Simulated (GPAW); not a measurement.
Write an ASE script for GPAW 26.7.0 that does the following.

* Task: relaxation of cell and atoms
* Functional: PBEsol
* Dispersion: D4
* Potentials or basis: PAW data sets generated in the run's folder for this functional
* Cutoff: 600 eV
* Basis: pw
* k mesh: 8 × 8 × 8
* Occupations: fermi-dirac, width 0.05 eV
* Spin: no spin polarisation
* Maxiter: 150
* Optimizer: BFGS
* Fmax: 0.02 eV/Å
* Max steps: 60
* Convergence: density=1e-05 forces=0.0001

The system is Sn.

```
CELL_PARAMETERS angstrom
-1.72654 1.77555 2.33834
1.72654 -1.77555 2.33834
1.72654 1.77555 -2.33834
ATOMIC_POSITIONS crystal
Sn 0.00000 0.00000 0.00000
```

This isn't the form of Sn at room conditions, which is tetragonal (white tin).

The input as run:

run.py

```python
from ase import Atoms
from ase.calculators.mixing import SumCalculator
from ase.filters import FrechetCellFilter
from ase.io import write
from ase.optimize import BFGS
from dftd4.ase import DFTD4
from gpaw import GPAW, PW, setup_paths

setup_paths.insert(0, '.')

atoms = Atoms(['Sn'],
              cell=[[-1.726539, 1.775547, 2.338342],
                    [1.726539, -1.775547, 2.338342],
                    [1.726539, 1.775547, -2.338342]],
              scaled_positions=[[0.0, 0.0, 0.0]],
              pbc=True)

calc = GPAW(mode=PW(600),
            xc='PBEsol',
            kpts={'size': (8, 8, 8), 'gamma': True},
            occupations={'name': 'fermi-dirac', 'width': 0.05},
            nbands=14,
            convergence={'density': 1e-05, 'forces': 0.0001},
            maxiter=150,
            txt='gpaw.txt')
atoms.calc = SumCalculator([calc, DFTD4(method='pbesol')])
opt = BFGS(FrechetCellFilter(atoms), trajectory='relax.traj', logfile='-')
done = opt.run(fmax=0.02, steps=60)
calc.write('gs.gpw')
write('result.traj', atoms)
print('Converged:', done)
print('Cell:', atoms.cell.cellpar().round(4))
print('Volume:', round(atoms.get_volume(), 4))
print(atoms.get_scaled_positions().round(5))
```

Potentials or basis: PAW data sets generated in the run's folder for this functional, pw.

Launch:

```console
$ gpaw-setup -f PBEsol Sn
$ OMP_NUM_THREADS=1 python run.py
```

Results of the run:

```json
{
 "Relaxed volume": "25.44 Å³/atom",
 "Relaxed cell": "a = 3.235 Å, b = 3.235 Å, c = 3.235 Å, α = 114.27°, β = 115.50°, γ = 99.12°",
 "Space group after relaxing (to 0.05 Å)": "Immm (No. 71)",
 "Energy gained by relaxing": "72.5 meV/atom",
 "Ionic steps": "30",
 "Pressure after relaxing": "0.0 GPa",
 "Band gap on the k mesh": "none (metal or under the smearing width)",
 "Dispersion energy per atom": "-0.262 eV"
}
```

Caveat: later steps reuse the first step's grids; pairwise dispersion overbinds metals, which lowers pressure and volume.

Run time: 5.3 min on 1 thread of Arm Neoverse V2, on a shared host, peak memory 0.3 GiB.
